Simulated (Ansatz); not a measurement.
## Lattice vibrations of CdO at Γ

Theory: DFT PBE, scalar-relativistic, plane waves, PAW in Ansatz 0.2.0. Plane waves to 420 eV; Γ-centred k mesh 20×20×20; Fermi-Dirac smearing of 0.15 eV. No spin polarisation. Phonons by linear response, acoustic sum rule imposed.

Equilibrium structure at this level:
```xyz
2
Lattice="0.0000 2.3843 2.3843 2.3843 0.0000 2.3843 2.3843 2.3843 0.0000" Properties=species:S:1:pos:R:3 pbc="T T T"
Cd    0.0000    0.0000    0.0000
O     2.3843    2.3843    2.3843
```

The cell has the rock salt type, in a space group that the Crystallography Open Database lists for this formula; it was reached from a generator's guess. In a metal, frequencies depend on the k mesh and the smearing, soft modes most. A semilocal functional can close a gap that the real compound has.

Optical modes at Γ:
```csv
frequency (meV),degeneracy
28.2,3
```

All 3 optical modes at Γ are real: no displacement of atoms at fixed cell lowers the energy to second order. Strains and modes at other wave vectors aren't tested by this run.
